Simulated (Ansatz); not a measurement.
# MgO (Fm-3m): G0W0 and the starting functional

```
CELL_PARAMETERS angstrom
0.00000 2.03133 2.03133
2.03133 0.00000 2.03133
2.03133 2.03133 0.00000
ATOMIC_POSITIONS crystal
Mg 0.00000 0.00000 0.00000
O 0.50000 0.50000 0.50000
```

Held fixed (Ansatz):

- datasets: hand-made PAW set at its accurate level
- k mesh: 4×4×4
- empty bands: 108
- response cutoff: 200 eV
- frequencies: contour deformation
- q → 0 term: analytic weight of Carrier, Rohra and Görling
- band sums: cut at the band count

The gap is read direct at Γ, linearised, between the Kohn-Sham band edges among the points solved. ε∞ is the electronic dielectric constant on this mesh. Wave cutoffs: 900, 900 eV in the order of the table.

```json
{"orbitals": "PBE", "KS gap (eV)": "5.86", "G0W0 gap (eV)": "8.67", "ε∞": "3.1"}
{"orbitals": "r²SCAN", "KS gap (eV)": "6.79", "G0W0 gap (eV)": "?", "ε∞": "?"}
```

**Question.** Fill in the row for r²SCAN.

**Answer.** G0W0 gap 9.16 eV, ε∞ 2.8.

The cell is a model at fixed atoms and needn't be the relaxed known crystal. The PAW or pseudopotential files were made with PBE. The mesh is coarse, so these are values at the stated settings, not converged ones. Band sums or response are cut, so the gap isn't at its basis limit. With r²SCAN or HSE06 the Kohn-Sham levels are generalised ones.
